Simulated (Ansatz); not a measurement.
**Quasiparticle gap of Al2GaP3 (zincblende [001] superlattice)**

Aim: the quasiparticle gap of Al2GaP3 (zincblende [001] superlattice), starting from PBEsol.

Method: PBEsol, then G0W0 on it, plane waves, PAW, in Ansatz 0.2.0.

**1. The structure**

The cell holds 12 atoms: 2 Ga, 6 P and 4 Al. Cell: a = 3.854 Å, b = 3.854 Å, c = 16.353 Å, α = 90.0°, β = 90.0°, γ = 90.0°. It derives from GaP. Regions: GaP, 4 atoms (2 Ga and 2 P); AlP, 8 atoms (4 Al and 4 P). The structure's axis is c.

The start is a generated structure, not a measured one.

The logs state that the PAW files were generated under PBE.

**2. Relaxation**

The structure is relaxed first.

This step: DFT, PBEsol, plane waves, PAW; PAW set soft_1.

Contents of input.yaml:

```yaml
crystal:
  lattice:
    - [3.8542622876, 0.0, 0.0]
    - [0.0, 3.8542622876, 0.0]
    - [0.0, 0.0, 16.3527500344]
  atoms:
    - { symbol: Ga, position: [0.0, 0.0, 0.0416692147] }
    - { symbol: P, position: [0.5, 0.0, 0.124992356] }
    - { symbol: Ga, position: [0.5, 0.5, 0.2083154974] }
    - { symbol: P, position: [0.0, 0.5, 0.2916386388] }
    - { symbol: Al, position: [0.0, 0.0, 0.3749617801] }
    - { symbol: P, position: [0.5, 0.0, 0.4583002094] }
    - { symbol: Al, position: [0.5, 0.5, 0.5416386388] }
    - { symbol: P, position: [0.0, 0.5, 0.6249770681] }
    - { symbol: Al, position: [0.0, 0.0, 0.7083154974] }
    - { symbol: P, position: [0.5, 0.0, 0.7916539267] }
    - { symbol: Al, position: [0.5, 0.5, 0.874992356] }
    - { symbol: P, position: [0.0, 0.5, 0.9583307853] }
kpoints:
  mp_grid: { grid: [6, 6, 2] }
hamiltonian:
  xc: pbesol
  pseudopotentials: { kind: paw, azcp: { folder: soft_1 }, xc_functional: pbe }
scf:
  occupations: { method: fermi_dirac, width: 0.02 }
relax:
  f_tol: 0.015
  max_steps: 100
  cell: {}
output:
  write_density: true
  write_potential: true
  elf: true
  volumetric_format: npy
```

On the command line:

```sh
$ ansatz run input.yaml --threads 3 --pin off --max-ram 92160MiB --backend cuda --events-out ev --progress --plain --runs-dir out --devices 1 --max-vram 13GiB
```

Numbers of over 12 decimals in the logs are rounded to 6 here.

What it wrote:

```text
Warning: at least one further symmetry operation maps every atom of the structure, as the run holds it, onto an atom to within 2.04e-5 (fractional), and is not used: no operation is sought that the atoms, as the run holds them, miss by more than 2.00e-5, twice crystal.symmetry.tolerance (1.0e-5). The run uses 4 unitary operations. The run imposes no operation that its atoms and lattice do not hold. Figures that only  [...]
GPUs: using 1 of 1 available (devices: 1).
Engine: ansatz 0.2.0, x86_64-unknown-linux-gnu
Pseudopotentials: kind: paw
Pseudopotential: Ga, paw, valence charge 13, recommended cutoff 420 eV (normal), soft_1/Ga.paw.azcp
Pseudopotential: P, paw, valence charge 5, recommended cutoff 420 eV (normal), soft_1/P.paw.azcp
Pseudopotential: Al, paw, valence charge 3, recommended cutoff 420 eV (normal), soft_1/Al.paw.azcp
Functional definition: PBEsol
  exchange = pbesol_x
  correlation = pbesol_c
device memory: the entry about to start is reckoned to put 3.2 GiB on a device that reports 50.2 GiB free (of which the cap on the GPU budget leaves the run 13.0 GiB)
GPU FFT provider: cuFFT
GPU libraries: cuBLAS 13.8.2, cuFFT 12.4.0, cuSOLVER 12.3.4
Crystal: 12 atoms, lattice volume = 242.926 Å³
Basis set: ecut = 420 eV, 4743 PW (Γ), exchange–correlation on 54×54×240 points (8 copies of the dense FFT grid, shifted against one another)
Bands: 46, of which v1, the nominal top of the filled ones, is band 34 counted from 1 (33 counted from 0)
Symmetry: 4 space group operations
Space group: Pmm2 (ITA 25), of the structure as read, at distance tolerance 6.2e-5 Å
k-points: 32 of 72
Non-local potential: Ga, projectors of the file, l = 0: 2, l = 1: 2, l = 2: 3, l = 3: 1
Non-local potential: P, projectors of the file, l = 0: 2, l = 1: 2, l = 2: 1
Non-local potential: Al, projectors of the file, l = 0: 2, l = 1: 2, l = 2: 1
PAW form: soft (Blöchl's): semilocal exchange-correlation on the pseudo side does not see the compensation charge
PAW frozen core: Ga, regenerated for the run's functional, and the local potential with it (the file was generated under x = pbe(κ = 0.804, μ = 0.219515), c = pbe(β = 0.066725))
PAW frozen core: P, regenerated for the run's functional, and the local potential with it (the file was generated under x = pbe(κ = 0.804, μ = 0.219515), c = pbe(β = 0.066725))
PAW frozen core: Al, regenerated for the run's functional, and the local potential with it (the file was generated under x = pbe(κ = 0.804, μ = 0.219515), c = pbe(β = 0.066725))
PAW one-centre angular grid: Ga, 590 points (default); XC on 64 Gauss nodes
PAW one-centre angular grid: P, 110 points (default); XC on 64 Gauss nodes
PAW one-centre angular grid: Al, 110 points (default); XC on 64 Gauss nodes
Initial density: superposition of atomic densities (chi_scale 0.1, normalization cell, long waves kept (reshape's long-wave potential 0.14 eV rms))
Initial wavefunctions: pseudopotential atomic-orbital guess
GPU buffer pool allocated for 87480 grid points (all kernels)
GPU transforms: local potential and band sums: pruned to the plane-wave sphere, on 25×25×120
Functional: x = pbesol(κ = 0.804, μ = 0.123457), c = pbesol(β = 0.046)
SCF iter   1: F=—  HF=-14032.617171 eV  |F-HF|=—  |Δ(HF+E_count)|=         —  Δρ=4.59e-2  dr2=5.21e0  ethr=3.10e-3  ⟨swp⟩=9.1  Hψ=7648  notcnv=0
preconditioner: auto → Resta (q_TF=auto, 2.207 Å⁻¹)  ε∞=3.9  [insulator: Δε(μ)=1.938 eV  Ē_g=11.498 eV  σ=0.020 eV  W_gap=1.00  n_scr=38 (ndim 8)  ℏωp=19.6 eV  f_vac=0.000  D(μ)=0.00/eV (n_scr^D=0)  ε∞_Penn≈3.9]
SCF iter   2: F=—  HF=-14031.373168 eV  |F-HF|=—  |Δ(HF+E_count)|=    1.24e0  Δρ=2.43e-2  dr2=1.31e0  ethr=3.10e-3  ⟨swp⟩=2.0  Hψ=2455  notcnv=0  defer=183
SCF iter   3: F=—  HF=-14031.022247 eV  |F-HF|=—  |Δ(HF+E_count)|=   3.51e-1  Δρ=3.22e-3  dr2=3.00e-2  ethr=1.93e-3  ⟨swp⟩=2.7  Hψ=2141  notcnv=0  defer=183
SCF iter   4: F=—  HF=-14031.026162 eV  |F-HF|=—  |Δ(HF+E_count)|=   3.91e-3  Δρ=1.17e-3  dr2=3.32e-3  ethr=4.41e-5  ⟨swp⟩=3.0  Hψ=2750  notcnv=0  defer=183
SCF iter   5: F=—  HF=-14031.024574 eV  |F-HF|=—  |Δ(HF+E_count)|=   1.59e-3  Δρ=7.11e-4  dr2=9.36e-4  ethr=4.89e-6  ⟨swp⟩=2.0  Hψ=2577  notcnv=0  defer=183
SCF iter   6: F=—  HF=-14031.025099 eV  |F-HF|=—  |Δ(HF+E_count)|=   5.25e-4  Δρ=1.27e-4  dr2=5.73e-5  ethr=1.38e-6  ⟨swp⟩=2.0  Hψ=2320  notcnv=0  defer=183
SCF iter   7: F=—  HF=-14031.025168 eV  |F-HF|=—  |Δ(HF+E_count)|=   6.92e-5  Δρ=3.16e-5  dr2=8.76e-6  ethr=8.43e-8  ⟨swp⟩=2.0  Hψ=2548  notcnv=0  defer=183
SCF iter   8: F=—  HF=-14031.025169 eV  |F-HF|=—  |Δ(HF+E_count)|=   1.12e-6  Δρ=1.13e-5  dr2=2.78e-7  ethr=1.29e-8  ⟨swp⟩=2.1  Hψ=1627  notcnv=0  defer=183
SCF iter   9: F=-14031.025169 eV  HF=-14031.025169 eV  |F-HF|=3.12e-9  |Δ(HF+E_count)|=   2.63e-7  Δρ=1.82e-6  dr2=1.20e-8  ethr=1.47e-10  ⟨swp⟩=10.4  Hψ=10097  notcnv=0
SCF 1 converged in 9 iterations: F = -14031.025169 eV  dr2 = 1.20e-8
  Residual-converged pass: ⟨swp⟩=1.0  Hψ=1600  notcnv=0  max |occ|·‖R‖ = 7.1e-9 eV (tolerance 1.0e-8 eV)  dr2=1.20e-8  dr2_onsite=1.21e-9  max |Δocc| = 5.4e-25
  greatest PAW one-centre occupation: 0.994 electrons in one spin orbital (limit 2), on the Ga atom at site 0 (counted from 0), in its partial waves of l = 2
relax step   1: F+E_penalty+E_count = -14031.02516922 eV  Δ(F+E_penalty+E_count) = +0.000e0 eV  max|allowed force component| = 4.416e-2 eV/Å  Δτ_max = 0.0000 Å  P = +0.474 GPa  Ω = 242.926 Å³  (9 SCF iters, dr2 threshold 1.00e-7 eV, accepted)
[...]
relax step   2: F+E_penalty+E_count = -14031.02870381 eV  Δ(F+E_penalty+E_count) = -3.535e-3 eV  max|allowed force component| = 3.408e-3 eV/Å  Δτ_max = 0.0151 Å  P = +0.098 GPa  Ω = 243.948 Å³  energy of the carried Pulay correction = -1.040e-4 eV  (5 SCF iters, dr2 threshold 6.97e-7 eV, accepted)
[...]
relax step   3: F+E_penalty+E_count = -14031.02878894 eV  Δ(F+E_penalty+E_count) = -8.513e-5 eV  max|allowed force component| = 2.528e-3 eV/Å  Δτ_max = 0.0003 Å  P = +0.014 GPa  Ω = 244.185 Å³  energy of the carried Pulay correction = -1.281e-4 eV  (4 SCF iters, dr2 threshold 4.64e-8 eV, accepted)
[...]
relax step   4: F+E_penalty+E_count = -14031.02893083 eV  Δ(F+E_penalty+E_count) = -1.419e-4 eV  max|allowed force component| = 2.513e-3 eV/Å  Δτ_max = 0.0000 Å  P = +0.014 GPa  Ω = 244.185 Å³  stress off target by 1.59e-2 GPa  SCF on the basis re-selected at this cell (its energy is not comparable with the rows above)  (6 SCF iters)
basis re-selected at this cell: Δ(F+E_penalty+E_count) = -1.419e-4 eV, ΔP = +0.001 GPa vs the last step (what re-selecting the basis moved, of the pressure what is left beyond the Pulay correction that the steps carried, after the strain that the cell walked since its last selection, with what the two solves' SCF thresholds leave and, on support functions, any second-order correction that the steps lacked; it is no m [...]
SCF converged after 6 iterations
Free energy (F): -14031.028931 eV
Harris-Foulkes:  -14031.028931 eV  (|F-HF|=0.00e0)
Internal energy: -14031.028931 eV  (E = F + TS)
E sigma→0 (E₀):  -14031.028931 eV
Fermi energy:    6.350343 eV
--- Per-component energies (eV) ---
  E_band       = -126.080744
  E_kinetic    = 728.592369
  E_local      = -7052.513548  (includes V_loc(G=0)·N_el)
  E_nonlocal   = 52.956159
  E_hartree    = 3808.969106
  E_xc         = -708.925368
  E_vxc        = -596.730014  (∫ρ·V_xc dr)
  E_paw        = -8991.925300  (= ΣΔE_a)
  E_vpaw       = -876.323617  (= ΣTr[D̂ρ^β])
  E_aug_tail   = -0.000436  (compensation charges beyond the density's cutoff)
  E_ewald      = -1870.261003
  E_core_change = 2.079091  (= ΣΔE_core)
  E_smearing   = -0.000000  (= −TS)
  E_closure    = -0.000000  (closes the sum)
  Σ components = -14031.028931   (vs F -14031.028931, Δ=0.00e0)
--- Forces (eV/Å), atoms counted from 1 ---
  atom   1  Ga    -0.00000000     0.00000000    -0.00079002
  atom   2  P      0.00000000    -0.00000000     0.00004330
  atom   3  Ga     0.00000000    -0.00000000     0.00078234
  atom   4  P      0.00000000    -0.00000000     0.00250723
  atom   5  Al     0.00000000    -0.00000000     0.00018968
  atom   6  P      0.00000000    -0.00000000     0.00017646
  atom   7  Al     0.00000000    -0.00000000     0.00017718
  atom   8  P     -0.00000000     0.00000000    -0.00000500
  atom   9  Al    -0.00000000     0.00000000    -0.00017130
  atom  10  P     -0.00000000     0.00000000    -0.00018550
  atom  11  Al    -0.00000000     0.00000000    -0.00021150
  atom  12  P     -0.00000000     0.00000000    -0.00251259
  max |Σ_I F_I| component: 2.90e-7 eV/Å
--- Stress (GPa, compression-positive) ---
        0.015935       0.000000      -0.000000
        0.000000       0.015861      -0.000000
       -0.000000      -0.000000       0.010661
  P = ⅓ Tr σ = 0.0142 GPa (0.142 kbar)
--- Band table (eV; the first three rows and the last of 32) ---
  k-point 0: bands = [... 30 lower, 4.8146, 5.6408, 5.6510, 5.6510, 7.0444, 7.4652, 7.6665, 7.8057, ... 8 higher]
  k-point 1: bands = [... 30 lower, 5.2330, 5.2330, 5.4927, 5.4927, 7.0766, 7.3563, 7.8197, 7.9147, ... 8 higher]
  k-point 2: bands = [... 30 lower, 4.9157, 4.9976, 5.1658, 5.5771, 7.5311, 8.0758, 8.1968, 8.6316, ... 8 higher]
  k-point 31: bands = [... 30 lower, 3.0640, 3.0927, 3.0972, 3.1348, 7.4266, 7.5110, 7.7438, 7.7820, ... 8 higher]
--- Relaxed structure (3 steps of the walk, 3 accepted, 1 SCFs on fresh bases) ---
  F+E_penalty+E_count = -14031.02893083 eV   max|allowed force component| = 2.513e-3 eV/Å   (the final SCF, on the basis selected at the relaxed cell)
  cell:  # Å, volume = 244.1851 Å³
    - [3.863423, 0, 1.7970326620638545e-18]
    - [0, 3.863425, 0]
    - [7.624397026877265e-18, 0, 16.359666]
  atoms:
    - { symbol: Ga, position: [4.262088538427412e-19, 0.0, 0.042272] }
    - { symbol: P, position: [0.500000, 0, 0.124982] }
    - { symbol: Ga, position: [0.500000, 0.5, 0.207692] }
    - { symbol: P, position: [-6.417596236322654e-19, 0.5, 0.290730] }
    - { symbol: Al, position: [-6.341895928949418e-19, 0, 0.374064] }
    - { symbol: P, position: [0.500000, 0, 0.457662] }
    - { symbol: Al, position: [0.500000, 0.5, 0.541319] }
    - { symbol: P, position: [0, 0.5, 0.624982] }
    - { symbol: Al, position: [2.3326551494552936e-19, 0.0, 0.708646] }
    - { symbol: P, position: [0.500000, 0.0, 0.792302] }
    - { symbol: Al, position: [0.500000, 0.5, 0.875900] }
    - { symbol: P, position: [6.381277521326735e-19, 0.5, 0.959234] }
```

The job ended after 15 s (1 × NVIDIA H100 80GB HBM3 (shared by 6 runs) with 3 threads of AMD EPYC 7R13 (Zen 3), shared host; peak memory 1 GiB; 21 s of CPU time).

Relaxation path:

| step | energy less that of the first step (eV) | largest force component (eV/Å) | pressure (GPa) | volume (Å³) |
| --- | --- | --- | --- | --- |
| 1 | 0.0000 | 0.0442 | 0.47 | 242.93 |
| 2 | -0.0035 | 0.0034 | 0.10 | 243.95 |
| 3 | -0.0036 | 0.0025 | 0.01 | 244.19 |
| 4* | -0.0038 | 0.0025 | 0.01 | 244.19 |

Relaxation steps marked * repeat the geometry before them on a plane-wave basis chosen anew for their cell, so energy and pressure can jump there.

The run keeps the 4 symmetry operations that it works with, so distortions that break them were not tested.

| cell as run | before | after | change |
| --- | --- | --- | --- |
| a (Å) | 3.854 | 3.863 | +0.2 % |
| b (Å) | 3.854 | 3.863 | +0.2 % |
| c (Å) | 16.353 | 16.360 | +0.0 % |
| volume (Å³/atom) | 20.24 | 20.35 | +0.5 % |

The atoms that moved most (Å, as changes of fractional coordinates times the final cell):

| atom | dx | dy | dz | length |
| --- | --- | --- | --- | --- |
| P4 | 0.000 | 0.000 | -0.015 | 0.015 |
| Al11 | 0.000 | 0.000 | 0.015 | 0.015 |
| P12 | 0.000 | 0.000 | 0.015 | 0.015 |
| Al5 | 0.000 | 0.000 | -0.015 | 0.015 |
| P10 | 0.000 | 0.000 | 0.011 | 0.011 |
| P6 | 0.000 | 0.000 | -0.010 | 0.010 |
| Ga3 | 0.000 | 0.000 | -0.010 | 0.010 |
| Ga1 | 0.000 | 0.000 | 0.010 | 0.010 |

The program's warnings for this run: band table not solved further; near symmetry operation missed by atoms.

[end of part 1 of 3]

[Paths, hosts, dates, memory and timing lines, banners, echoed tables and standing remarks are left out of the program output.]

[Logs are printed without paths, hosts, clocks, repeated set-up lines and the standing remarks that a program may print on its own settings, such as how far it seeks lower states.]

[Runs of the session that timed out or met a known fault of the program may be left out.]

[Cells called generated may have been cut or substituted from an entry of the Crystallography Open Database or the Materials Project.]

[Hosts, paths, dates, database ids (printed as entryN), source tags and the programs' standing remarks are cut or masked in the printed files.]

[Where an RPA ε∞ is given, it is that of the G0W0 mesh and is not shown converged in it. Names of k-points follow the symmetry that the program found, which can be lower than the space group named. Band edges on a path are those of the sampled points; other points can move an edge, and change direct to indirect where valleys lie close.]

[Hybrid gaps are those of their k-mesh and are not shown converged in it.]
